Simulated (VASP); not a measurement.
# Pt (Fm-3m) in VASP: further runs

One crystal, Pt, is run at these levels: PBEsol, LDA, PBE; tasks: elastic constants.

All numbers are computed with VASP 6.6.1; they aren't measurements. Logs are shortened: lines on timing, memory, paths and dates and some standing lists are left out, and cuts for length are marked.

### 1 Starting point

Symmetry: Fm-3m, No. 225, cubic system. The conventional cell has a = 3.940 Å, b = 3.940 Å, c = 3.940 Å, α = 90.00°, β = 90.00°, γ = 90.00°. Around Pt (site symmetry m-3m) lie 12 Pt at 2.79 Å.

The cell was built by a generator and needn't be a form met in nature.

### 2 Elastic constants, PBEsol

POSCAR

```
Pt
1.0
    0.0000000000      1.9700000000      1.9700000000
    1.9700000000      0.0000000000      1.9700000000
    1.9700000000      1.9700000000      0.0000000000
Pt
1
Direct
    0.0000000000      0.0000000000      0.0000000000
```

INCAR.step1

```
  ALGO = Normal
  EDIFF = 1E-8
  EDIFFG = -0.002
  ENCUT = 600
  GGA = PS
  IBRION = 2
  ISIF = 3
  ISMEAR = 1
  KPAR = 2
  LASPH = T
  LCHARG = F
  LREAL = F
  LWAVE = F
  NELM = 60
  NSW = 40
  PREC = Accurate
  SIGMA = 0.15
```

INCAR.step2

```
  ALGO = Normal
  EDIFF = 1E-8
  ENCUT = 600
  GGA = PS
  IBRION = 6
  ISIF = 3
  ISMEAR = 1
  KPAR = 2
  LASPH = T
  LCHARG = F
  LREAL = F
  LWAVE = F
  NELM = 60
  NFREE = 2
  NSW = 1
  POTIM = 0.015
  PREC = Accurate
  SIGMA = 0.15
```

KPOINTS

```
k-points
0
Gamma
  20 20 20
```

Potentials or basis: VASP PAW PBE potentials, release 64 (Pt).

Started as:

```console
$ cat potpaw_PBE.64/Pt/POTCAR > POTCAR
$ cp INCAR.step1 INCAR
$ mpirun -np 2 vasp_std > vasp.out
$ cp CONTCAR POSCAR
$ cp INCAR.step2 INCAR
$ mpirun -np 2 vasp_std > vasp.out
```

OUTCAR:

```text
EDIFF = 1E-8
   ENCUT = 600
   GGA = PS
   IBRION = 6
   ISIF = 3
   ISMEAR = 1
   LASPH = T
   LREAL = F
   NELM = 60
   NFREE = 2
   NSW = 1
   POTIM = 0.015
   PREC = Accurate

 ion  position               nearest neighbor table
   1  0.000  0.000  0.000-

  LATTYP: Found a face centered cubic cell.
 ALAT       =     3.9162267880

  Lattice vectors:

 A1 = (   0.0000000000,   1.9581133940,   1.9581133940)
 A2 = (   1.9581133940,   0.0000000000,   1.9581133940)
 A3 = (   1.9581133940,   1.9581133940,   0.0000000000)

Analysis of symmetry for initial positions (statically):
=====================================================================
 Subroutine PRICEL returns:
 Original cell was already a primitive cell.

 Routine SETGRP: Setting up the symmetry group for a
 face centered cubic supercell.

 Subroutine GETGRP returns: Found 48 space group operations
 (whereof 48 operations were pure point group operations)
 out of a pool of 48 trial point group operations.

The static configuration has the point symmetry O_h .

Analysis of symmetry for dynamics (positions and initial velocities):
=====================================================================
 Subroutine PRICEL returns:
 Original cell was already a primitive cell.

 Routine SETGRP: Setting up the symmetry group for a
 face centered cubic supercell.

 Subroutine GETGRP returns: Found 48 space group operations
 (whereof 48 operations were pure point group operations)
 out of a pool of 48 trial point group operations.

The dynamic configuration has the point symmetry O_h .

 Subroutine INISYM returns: Found 48 space group operations
 (whereof 48 operations are pure point group operations),
 and found     1 'primitive' translations

----------------------------------------------------------------------------------------

                                     Primitive cell

  volume of cell :      15.0156

  direct lattice vectors                    reciprocal lattice vectors
     0.000000000  1.958113394  1.958113394    -0.255347827  0.255347827  0.255347827
     1.958113394  0.000000000  1.958113394     0.255347827 -0.255347827  0.255347827
     1.958113394  1.958113394  0.000000000     0.255347827  0.255347827 -0.255347827

  length of vectors
     2.769190518  2.769190518  2.769190518     0.442275410  0.442275410  0.442275410

  position of ions in fractional coordinates (direct lattice)
     0.000000000  0.000000000  0.000000000

  ion indices of the primitive-cell ions
   primitive index   ion index
                 1           1

----------------------------------------------------------------------------------------

 KPOINTS: k-points

Automatic generation of k-mesh.
 Grid dimensions read from file:
 generate k-points for:   20   20   20

 Generating k-lattice:

  Cartesian coordinates                     Fractional coordinates (reciprocal lattice)
    -0.012767391  0.012767391  0.012767391     0.050000000  0.000000000  0.000000000
     0.012767391 -0.012767391  0.012767391     0.000000000  0.050000000  0.000000000
     0.012767391  0.012767391 -0.012767391     0.000000000  0.000000000  0.050000000

  Length of vectors
     0.022113770  0.022113770  0.022113770

  Shift w.r.t. Gamma in fractional coordinates (k-lattice)
     0.000000000  0.000000000  0.000000000
[... 97 lines left out ...]
  ext. energy  EPLUGINS =         0.00000000
  ---------------------------------------------------
  free energy    TOTEN  =        -6.96467210 eV

  energy without entropy =       -6.96483459  energy(sigma->0) =       -6.96472627

------------------------ aborting loop because EDIFF is reached ----------------------------------------

  FORCE on cell =-STRESS in cart. coord.  units (eV):
  Direction    XX          YY          ZZ          XY          YZ          ZX
  --------------------------------------------------------------------------------------
  -------------------------------------------------------------------------------------
[... 49 lines left out ...]
[... 265 lines left out ...]
 k-point    24 :      -0.3500    0.0500    0.0000
  band No.  band energies     occupation
      1       3.7815      2.00000
      2       7.4275      2.00000
      3       7.5170      2.00000
      4       8.2503      2.00000
      5      10.3942      2.00000
      6      11.0518      2.01940
      7      20.2830      0.00000
      8      26.2688      0.00000
      9      30.7355      0.00000

 [... further k-points ...]

------------------------ aborting loop because EDIFF is reached ----------------------------------------

  FORCE on cell =-STRESS in cart. coord.  units (eV):
  Direction    XX          YY          ZZ          XY          YZ          ZX
  --------------------------------------------------------------------------------------
  -------------------------------------------------------------------------------------
  Total       -0.0003464     -0.0003464     -0.0003464      0.0000000      0.0000000      0.0000000
  in kB       -0.0369618     -0.0369618     -0.0369618      0.0000000      0.0000000      0.0000000
  external PRESSURE =      -0.0369618 kB  Pullay stress =       0.0000000 kB
[... 16 lines left out ...]
  FREE ENERGIE OF THE ION-ELECTRON SYSTEM (eV)
  ---------------------------------------------------
  free  energy   TOTEN  =        -6.9646721091 eV

  energy  without entropy=       -6.9648345956  energy(sigma->0) =       -6.96472627

 INTERNAL STRAIN TENSORS FROM STRAINED CELLS
 ============================================

 INTERNAL STRAIN TENSOR FOR ION    1 for displacements in x,y,z  (eV/Angst):
          X           Y           Z          XY          YZ          ZX
  --------------------------------------------------------------------------------
  x     0.00000    -0.00000     0.00000    -0.00000     0.00000     0.00000
  y     0.00000    -0.00000     0.00000     0.00000     0.00000    -0.00000
  z    -0.00000     0.00000     0.00000     0.00000    -0.00000     0.00000

 INTERNAL STRAIN TENSORS FROM DISPLACED ATOMS
 ============================================

 INTERNAL STRAIN TENSOR FOR ION    1 for displacements in x,y,z  (eV/Angst):
          X           Y           Z          XY          YZ          ZX
  --------------------------------------------------------------------------------
  x     0.00000     0.00000     0.00000     0.00000     0.00000     0.00000
  y     0.00000     0.00000     0.00000     0.00000     0.00000     0.00000
  z     0.00000     0.00000     0.00000     0.00000     0.00000     0.00000

 Eigenvectors and eigenvalues of the dynamical matrix
 ----------------------------------------------------

   1 f/i=    0.000000 THz     0.000000 2PiTHz    0.000000 cm-1     0.000000 meV
             X         Y         Z           dx          dy          dz
      0.000000  0.000000  0.000000    -0.942858    0.333196    0.000000

   2 f/i=    0.000000 THz     0.000000 2PiTHz    0.000000 cm-1     0.000000 meV
             X         Y         Z           dx          dy          dz
      0.000000  0.000000  0.000000     0.000000    0.000000    1.000000

   3 f/i=    0.000000 THz     0.000000 2PiTHz    0.000000 cm-1     0.000000 meV
             X         Y         Z           dx          dy          dz
      0.000000  0.000000  0.000000    -0.333196   -0.942858    0.000000

--------------------------------------------------------------------------------------------------------

 ELASTIC MODULI CONTR FROM IONIC RELAXATION (kBar)
 Direction    XX          YY          ZZ          XY          YZ          ZX
 --------------------------------------------------------------------------------
 XX           0.0000      0.0000      0.0000      0.0000      0.0000      0.0000
 YY           0.0000      0.0000      0.0000      0.0000      0.0000      0.0000
 ZZ           0.0000      0.0000      0.0000      0.0000      0.0000      0.0000
 XY           0.0000      0.0000      0.0000      0.0000      0.0000      0.0000
 YZ           0.0000      0.0000      0.0000      0.0000      0.0000      0.0000
 ZX           0.0000      0.0000      0.0000      0.0000      0.0000      0.0000
 --------------------------------------------------------------------------------

 TOTAL ELASTIC MODULI (kBar)
 Direction    XX          YY          ZZ          XY          YZ          ZX
 --------------------------------------------------------------------------------
 XX        3597.7996   2555.5302   2555.5302     -0.0000      0.0000     -0.0000
 YY        2555.5302   3597.7996   2555.5302      0.0000     -0.0000     -0.0000
 ZZ        2555.5302   2555.5302   3597.7996      0.0000     -0.0000      0.0000
 XY          -0.0000      0.0000      0.0000    777.8053      0.0000      0.0000
 YZ           0.0000     -0.0000     -0.0000      0.0000    777.8053      0.0000
 ZX          -0.0000     -0.0000      0.0000      0.0000      0.0000    777.8053
 --------------------------------------------------------------------------------
```

Run time: 18 min. Hardware: 2 MPI ranks of AMD EPYC 7R43 (Zen 3), shared host; peak memory 0.67 GiB.

Results:

```yaml
Relaxed_volume: 15.02 Å³/atom
Relaxed_cell: a = 2.769 Å, b = 2.769 Å, c = 2.769 Å, α = 60.00°, β = 60.00°, γ = 60.00°
Space_group_after_relaxing_to_0.05_Å: Fm-3m (No. 225)
Elastic_constants_C11_C12_C44: 360, 256, 78 GPa
Voigt_bulk_modulus: 290 GPa
```

Step by step:
```
step  energy change (eV)  largest force (eV/Å)  pressure (GPa)  volume (Å³)
   1              0.0000                0.0000           -5.01        15.29
   2              0.0344                0.0000           17.31        14.26
   3             -0.0044                0.0000           -0.10        15.02
   4             -0.0044                0.0000            0.00        15.02
```

Final structure:
```cif
data_structure
_symmetry_space_group_name_H-M 'P 1'
_symmetry_Int_Tables_number 1
_cell_length_a 2.7692
_cell_length_b 2.7692
_cell_length_c 2.7692
_cell_angle_alpha 60.000
_cell_angle_beta 60.000
_cell_angle_gamma 60.000
_cell_volume 15.02
loop_
_atom_site_label
_atom_site_type_symbol
_atom_site_fract_x
_atom_site_fract_y
_atom_site_fract_z
_atom_site_occupancy
Pt1 Pt 0.00000 0.00000 0.00000 1
```

Elastic tensor in Voigt notation (GPa, in the Cartesian axes of the cell as first typed):
```
360 256 256   0   0   0
256 360 256   0   0   0
256 256 360   0   0   0
  0   0   0  78   0   0
  0   0   0   0  78   0
  0   0   0   0   0  78
```

Clamped-ion elastic tensor (GPa):
```
360 256 256   0   0   0
256 360 256   0   0   0
256 256 360   0   0   0
  0   0   0  78   0   0
  0   0   0   0  78   0
  0   0   0   0   0  78
```

Caveat: the PAW data sets were made with another functional, which shifts forces and pressure a little. Spin-orbit coupling is left out, which matters for the levels of Pt.

### 3 Elastic constants, LDA

POSCAR is that of step 2.

INCAR.step1

```
PREC = Accurate ; ENCUT = 600
EDIFF = 1E-8 ; ISMEAR = 1
SIGMA = 0.15 ; LREAL = False
LASPH = True ; NELM = 60
ALGO = Fast ; ISIF = 3
LWAVE = False ; LCHARG = False
GGA = CA ; IBRION = 2
NSW = 40 ; EDIFFG = -0.002
KPAR = 2
```

INCAR.step2

```
PREC = Accurate ; ENCUT = 600
EDIFF = 1E-8 ; ISMEAR = 1
SIGMA = 0.15 ; LREAL = False
LASPH = True ; NELM = 60
ALGO = Fast ; ISIF = 3
LWAVE = False ; LCHARG = False
GGA = CA ; IBRION = 6
NFREE = 2 ; POTIM = 0.015
NSW = 1 ; KPAR = 2
```

KPOINTS

```
regular mesh
0
Gamma
  20 20 20
```

Potentials or basis: VASP PAW LDA potentials, release 64 (Pt).

Started as:

```console
$ cat potpaw_LDA.64/Pt/POTCAR > POTCAR
$ cp INCAR.step1 INCAR
$ mpirun -np 2 vasp_std > vasp.out
$ cp CONTCAR POSCAR
$ cp INCAR.step2 INCAR
$ mpirun -np 2 vasp_std > vasp.out
```

Wall time 14 min (2 MPI ranks of AMD EPYC 9R45 (Zen 5), shared host); peak memory 0.67 GiB.

It converged, with:

```
Relaxed volume                         : 14.80 Å³/atom
Relaxed cell                           : a = 2.756 Å, b = 2.756 Å, c = 2.756 Å, α = 60.00°, β = 60.00°, γ = 60.00°
Space group after relaxing (to 0.05 Å) : Fm-3m (No. 225)
Elastic constants C11, C12, C44        : 380, 271, 82 GPa
Voigt bulk modulus                     : 307 GPa
```

Step by step:
```
step  energy change (eV)  largest force (eV/Å)  pressure (GPa)  volume (Å³)
   1              0.0000                0.0000           -9.25        15.29
   2              0.1363                0.0000           38.90        13.42
   3             -0.0148                0.0000           -0.40        14.82
   4             -0.0148                0.0000           -0.07        14.80
   5             -0.0148                0.0000            0.13        14.79
   6             -0.0148                0.0000           -0.33        14.81
   7             -0.0148                0.0000            0.00        14.80
```

Final structure:
```yaml
crystal:
  lattice:
    - [0.00000, 1.94853, 1.94853]
    - [1.94853, 0.00000, 1.94853]
    - [1.94853, 1.94853, 0.00000]
  atoms:
    - { symbol: Pt, position: [0.00000, 0.00000, 0.00000] }
```

Elastic tensor in Voigt notation (GPa, in the Cartesian axes of the cell as first typed):
```
380 271 271   0   0   0
271 380 271   0   0   0
271 271 380   0   0   0
  0   0   0  82   0   0
  0   0   0   0  82   0
  0   0   0   0   0  82
```

Clamped-ion elastic tensor (GPa):
```
380 271 271   0   0   0
271 380 271   0   0   0
271 271 380   0   0   0
  0   0   0  82   0   0
  0   0   0   0  82   0
  0   0   0   0   0  82
```

Spin-orbit coupling is left out, which matters for the levels of Pt.

### 4 Elastic constants, LDA

This run uses another cell than the first one, of 14.80 Å³/atom, 0.968 times its volume.

POSCAR

```
Pt
1.0
   -0.0000000000      1.9486798654      1.9486798654
    1.9486798654      0.0000000000      1.9486798654
    1.9486798654      1.9486798654      0.0000000000
  Pt
     1
Direct
     1.0000000000000000    0.0000000000000000    1.0000000000000000
```

INCAR.step1

```
  PREC = Accurate
  ENCUT = 600
  EDIFF = 1E-8
  ISMEAR = 1
  SIGMA = 0.15
  LREAL = False
  LASPH = True
  NELM = 80
  ALGO = Fast
  ISIF = 3
  LWAVE = False
  LCHARG = False
  IBRION = 2
  NSW = 40
  EDIFFG = -0.002
```

INCAR.step2

```
  PREC = Accurate
  ENCUT = 600
  EDIFF = 1E-8
  ISMEAR = 1
  SIGMA = 0.15
  LREAL = False
  LASPH = True
  NELM = 80
  ALGO = Fast
  ISIF = 3
  LWAVE = False
  LCHARG = False
  IBRION = 6
  NFREE = 2
  POTIM = 0.015
  NSW = 1
```

KPOINTS is that of step 3.

Started as:

```console
$ cat potpaw_LDA.64/Pt/POTCAR > POTCAR
$ cp INCAR.step1 INCAR
$ mpirun -np 1 vasp_std > vasp.out
$ cp CONTCAR POSCAR
$ cp INCAR.step2 INCAR
$ mpirun -np 1 vasp_std > vasp.out
```

Run time: 31 min. Hardware: 1 thread of Intel Xeon Platinum 8488C (Sapphire Rapids), shared host; peak memory 0.76 GiB.

It converged, with:

```yaml
Elastic_constants_C11_C12_C44: 380, 271, 82 GPa
Voigt_bulk_modulus: 308 GPa
```

Elastic tensor in Voigt notation (GPa, in the Cartesian axes of the cell as first typed):
```
380 271 271   0   0   0
271 380 271   0   0   0
271 271 380   0   0   0
  0   0   0  82   0   0
  0   0   0   0  82   0
  0   0   0   0   0  82
```

Clamped-ion elastic tensor (GPa):
```
380 271 271   0   0   0
271 380 271   0   0   0
271 271 380   0   0   0
  0   0   0  82   0   0
  0   0   0   0  82   0
  0   0   0   0   0  82
```

### 5 Elastic constants, PBE

POSCAR

```
Pt
1.0
    0.0000000000      1.9700000000      1.9700000000
    1.9700000000      0.0000000000      1.9700000000
    1.9700000000      1.9700000000      0.0000000000
Pt
1
Direct
    0.0000000000      0.0000000000      0.0000000000
```

INCAR.step1

```
SYSTEM = Pt
ALGO = Normal ; EDIFF = 1E-8
EDIFFG = -0.002 ; ENCUT = 600
GGA = PE ; IBRION = 2
ISIF = 3 ; ISMEAR = 1
KPAR = 2 ; LASPH = .True.
LCHARG = .False. ; LREAL = .False.
LWAVE = .False. ; NELM = 100
NSW = 40 ; PREC = Accurate
SIGMA = 0.15
```

INCAR.step2

```
SYSTEM = Pt
ALGO = Normal ; EDIFF = 1E-8
ENCUT = 600 ; GGA = PE
IBRION = 6 ; ISIF = 3
ISMEAR = 1 ; KPAR = 2
LASPH = .True. ; LCHARG = .False.
LREAL = .False. ; LWAVE = .False.
NELM = 100 ; NFREE = 2
NSW = 1 ; POTIM = 0.015
PREC = Accurate ; SIGMA = 0.15
```

KPOINTS

```
k-points
0
Gamma
  20 20 20
  0 0 0
```

Potentials or basis: VASP PAW PBE potentials, release 64 (Pt).

Started as:

```console
$ cat potpaw_PBE.64/Pt/POTCAR > POTCAR
$ cp INCAR.step1 INCAR
$ mpirun -np 2 vasp_std > vasp.out
$ cp CONTCAR POSCAR
$ cp INCAR.step2 INCAR
$ mpirun -np 2 vasp_std > vasp.out
```

Wall time 4.9 min (2 MPI ranks of Intel Xeon 6975P-C (Granite Rapids), shared host); peak memory 0.73 GiB.

It converged, with:

* Relaxed volume: 15.61 Å³/atom
* Relaxed cell: a = 2.805 Å, b = 2.805 Å, c = 2.805 Å, α = 60.00°, β = 60.00°, γ = 60.00°
* Space group after relaxing (to 0.05 Å): Fm-3m (No. 225)
* Elastic constants C11, C12, C44: 308, 221, 64 GPa
* Voigt bulk modulus: 250 GPa

The path:
```
step  energy change (eV)  largest force (eV/Å)  pressure (GPa)  volume (Å³)
   1              0.0000                0.0000            5.50        15.29
   2              0.0284                0.0000          -11.68        16.48
   3             -0.0054                0.0000           -0.10        15.62
   4             -0.0054                0.0000            0.01        15.61
```

Final structure:
```
CELL_PARAMETERS angstrom
0.00000 1.98367 1.98367
1.98367 0.00000 1.98367
1.98367 1.98367 0.00000
ATOMIC_POSITIONS crystal
Pt 0.00000 0.00000 0.00000
```

Elastic tensor in Voigt notation (GPa, in the Cartesian axes of the cell as first typed):
```
308 221 221   0   0   0
221 308 221   0   0   0
221 221 308   0   0   0
  0   0   0  64   0   0
  0   0   0   0  64   0
  0   0   0   0   0  64
```

Clamped-ion elastic tensor (GPa):
```
308 221 221   0   0   0
221 308 221   0   0   0
221 221 308   0   0   0
  0   0   0  64   0   0
  0   0   0   0  64   0
  0   0   0   0   0  64
```

The run has no spin-orbit coupling, so splittings on Pt are missing.

### 6 Elastic constants, PBEsol

This run uses another cell than the first one, of 15.02 Å³/atom, 0.982 times its volume.

POSCAR

```
Pt
1.0
    0.0000000000      1.9583558080      1.9583558080
    1.9583558080      0.0000000000      1.9583558080
    1.9583558080      1.9583558080      0.0000000000
  Pt
     1
Direct
     0.0000000000000000    0.0000000000000000    0.0000000000000000
```

INCAR.step1

```
PREC = Accurate
ENCUT = 600
EDIFF = 1E-8
ISMEAR = 1
SIGMA = 0.15
LREAL = F
LASPH = T
NELM = 60
ALGO = Fast
ISIF = 3
LWAVE = F
LCHARG = F
GGA = PS
IBRION = 2
NSW = 40
EDIFFG = -0.002
```

INCAR.step2

```
PREC = Accurate
ENCUT = 600
EDIFF = 1E-8
ISMEAR = 1
SIGMA = 0.15
LREAL = F
LASPH = T
NELM = 60
ALGO = Fast
ISIF = 3
LWAVE = F
LCHARG = F
GGA = PS
IBRION = 6
NFREE = 2
POTIM = 0.015
NSW = 1
```

KPOINTS

```
regular mesh
0
Gamma
  20 20 20
```

Potentials or basis: VASP PAW PBE potentials, release 64 (Pt).

Started as:

```console
$ cat potpaw_PBE.64/Pt/POTCAR > POTCAR
$ cp INCAR.step1 INCAR
$ mpirun -np 1 vasp_std > vasp.out
$ cp CONTCAR POSCAR
$ cp INCAR.step2 INCAR
$ mpirun -np 1 vasp_std > vasp.out
```

Wall time 13 min (1 thread of Intel Xeon Platinum 8559C (Emerald Rapids), shared host); peak memory 0.78 GiB.

The run converged. Its results:

```yaml
Elastic_constants_C11_C12_C44: 360, 255, 78 GPa
Voigt_bulk_modulus: 290 GPa
```

Elastic tensor in Voigt notation (GPa, in the Cartesian axes of the cell as first typed):
```
360 255 255   0   0   0
255 360 255   0   0   0
255 255 360   0   0   0
  0   0   0  78   0   0
  0   0   0   0  78   0
  0   0   0   0   0  78
```

Clamped-ion elastic tensor (GPa):
```
360 255 255   0   0   0
255 360 255   0   0   0
255 255 360   0   0   0
  0   0   0  78   0   0
  0   0   0   0  78   0
  0   0   0   0   0  78
```

Caveat: the PAW data sets were made with another functional, which shifts forces and pressure a little.
